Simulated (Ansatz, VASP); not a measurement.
# GaN: VASP beside Ansatz

INCAR

```
SYSTEM = GaN
PREC     = Accurate       ! precision mode
ENCUT    = 520            ! plane-wave cutoff, eV
EDIFF    = 1E-6           ! SCF threshold, eV
ISMEAR   = 0              ! smearing method
SIGMA    = 0.02           ! smearing width, eV
LREAL    = .FALSE.        ! projectors in reciprocal space
LASPH    = .TRUE.         ! aspherical terms in the spheres
NELM     = 60             ! most SCF steps
ALGO     = Normal         ! electronic algorithm
ISIF     = 2              ! what is computed and relaxed
LWAVE    = .FALSE.        ! write WAVECAR
LCHARG   = .FALSE.        ! write CHGCAR
GGA      = PS             ! functional
NBANDS   = 26             ! bands
```

The input KPOINTS:

```
regular mesh
0
G
  12 12 6
  0 0 0
```

Contents of POSCAR:

```
GaN
1.0
    3.1825784895      0.0000000000      0.0000000000
   -1.5912892448      2.7561938215      0.0000000000
    0.0000000000      0.0000000000      5.1854260771
Ga N
2 2
Direct
    0.3333333333      0.6666666667     -0.0008058930
    0.6666666667      0.3333333333      0.4991941070
    0.3333333333      0.6666666667      0.3758058930
    0.6666666667      0.3333333333      0.8758058930
```

Input for Ansatz:

```yaml
crystal:
  lattice:
    - [3.1825784921, 0.0, 0.0]
    - [-1.5912892461, 2.7561938237, 0.0]
    - [0.0, 0.0, 5.1854260731]
  atoms:
    - { symbol: Ga, position: [0.3333333333, 0.6666666667, -0.0008058932] }
    - { symbol: Ga, position: [0.6666666667, 0.3333333333, 0.4991941068] }
    - { symbol: "N", position: [0.3333333333, 0.6666666667, 0.3758058932] }
    - { symbol: "N", position: [0.6666666667, 0.3333333333, 0.8758058932] }
basis:
  ecutwfc: 420
kpoints:
  mp_grid: { grid: [12, 12, 6] }
  band_path: { path: [VBM, CBM], npoints: 2 }
hamiltonian:
  xc: pbesol
scf:
  occupations: { method: gaussian, width: 0.02 }
output:
  forces: true
  stress: true
  eigenvalues: true
```

Alike in both runs: task single point; functional PBEsol; k mesh 12 × 12 × 6; occupations gaussian, width 0.02 eV; no spin polarisation.

|  | VASP | Ansatz |
| --- | --- | --- |
| version | VASP 6.6.1 | Ansatz 0.2.0 |
| potentials or method | VASP PAW PBE potentials, release 64 (Ga_d, N) | scalar-relativistic, plane waves, PAW |
| plane-wave cutoff (eV) | 520 | 420 |
| valence electrons in the cell | 36 | 36 |

```tsv
	VASP	Ansatz	Ansatz less VASP
gap on the k mesh at the Fermi level (eV)	1.89	1.88	-0.018
least direct gap on the mesh (eV)	1.89	1.88	-0.018
pressure (GPa)	-0.1	0.0	+0.13
```

Caveats: the PAW data sets were made with another functional, which shifts forces and pressure a little (VASP).
